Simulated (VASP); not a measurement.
Here is a VASP 6.6.1 calculation.

Contents of INCAR:

```
SYSTEM = AlP
PREC = Accurate
ENCUT = 500
EDIFF = 1E-6
ISMEAR = 0
SIGMA = 0.01
LREAL = .FALSE.
LASPH = .TRUE.
NELM = 120
ALGO = Normal
ISIF = 2
LWAVE = .FALSE.
LCHARG = .TRUE.
GGA = PE
LELF = .TRUE.
LVHAR = .TRUE.
NBANDS = 11
GGA_COMPAT = .FALSE.
```

The input KPOINTS:

```
regular mesh
0
G
  6 6 6
  0 0 0
```

POSCAR

```
AlP
1.0
    0.0000000000      2.7392607946      2.7392607946
    2.7392607946      0.0000000000      2.7392607946
    2.7392607946      2.7392607946      0.0000000000
Al P
1 1
Direct
    0.0000000000      0.0000000000      0.0000000000
    0.2500000000      0.2500000000      0.2500000000
```

Potentials or basis: VASP PAW PBE potentials, release 64 (Al, P).

The run is started by

```sh
$ cat potpaw_PBE.64/Al/POTCAR potpaw_PBE.64/P/POTCAR > POTCAR
$ mpirun -np 1 vasp_std > vasp.out
```

Q: What does it give for the pressure?

A: 1.3 GPa.

Q: What does it give for the band gap on the k mesh?

A: 1.60 eV, indirect (least direct gap 3.22 eV).

**Experimental background.**

From a printed reference work, data compilation, for a bulk crystal of AlP at 4.2 K: band gap 2.505 eV (indirect).

A measured gap of AlP is 2.505 eV (indirect; 4.2 K; a printed reference work, data compilation); the calculated 1.60 eV misses it by -0.91 eV. The value is that of PBE on a finite k mesh, which can miss the band edges, without temperature or zero-point motion. Semilocal functionals fall short of measured gaps as a rule.
